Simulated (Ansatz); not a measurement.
Mo: single point with PBE

The system is Mo.

```
Mo
1.0
    -1.59439    1.59130    1.58454
     1.61239   -1.54306    1.55430
     1.60659    1.55526   -1.53630
Mo
1
Cartesian
  -0.0831 -0.0073 -0.0091
```

The cell isn't the ideal one: cell strained at random at fixed volume.

- Program: Ansatz 0.2.0
- Task: single point
- Functional: PBE
- Potentials or basis: Ansatz PAW
- Cutoff: 420 eV (not typed: the program's choice for these potentials)
- k mesh: 12 × 12 × 12
- Occupations: fermi-dirac, width 0.05 eV
- Spin: no spin polarisation

```json
{"Pressure": "-1.6 GPa", "Band gap on the k mesh": "none (metal or under the smearing width)"}
```

Stress tensor (GPa, compression positive):
```
-6.86 -0.83 -1.26
-0.83  0.57 -3.20
-1.26 -3.20  1.46
```

Levels at points of the mesh, in eV from the Fermi level:
```tsv
k point	band 4	band 5	band 6	band 7	band 8	band 9	band 10	band 11
(0.00, 0.00, 0.00)	-34.50	-7.13	-1.62	-1.25	-1.03	1.50	1.86	14.41
(0.00, 0.00, -0.50)	-34.53	-5.16	-3.19	1.47	1.55	2.32	4.58	11.25
(0.00, -0.50, 0.00)	-34.53	-5.16	-3.23	1.46	1.60	2.37	4.56	11.23
(0.00, -0.50, -0.50)	-34.59	-5.23	-3.40	1.78	1.98	2.22	4.87	11.62
(-0.50, 0.00, 0.00)	-34.53	-5.19	-3.55	1.47	2.07	2.60	4.54	11.21
(-0.50, 0.00, -0.50)	-34.55	-5.18	-3.18	1.49	1.64	2.24	4.70	11.48
(-0.50, -0.50, 0.00)	-34.54	-5.17	-3.16	1.49	1.59	2.24	4.67	11.41
(-0.50, -0.50, -0.50)	-35.37	-5.31	-5.24	3.62	3.92	4.23	8.54	9.00
```

Run time: 2.8 s on 1 thread of AMD EPYC 9B45 (Zen 5), with other jobs on the host, peak memory 0.49 GiB.
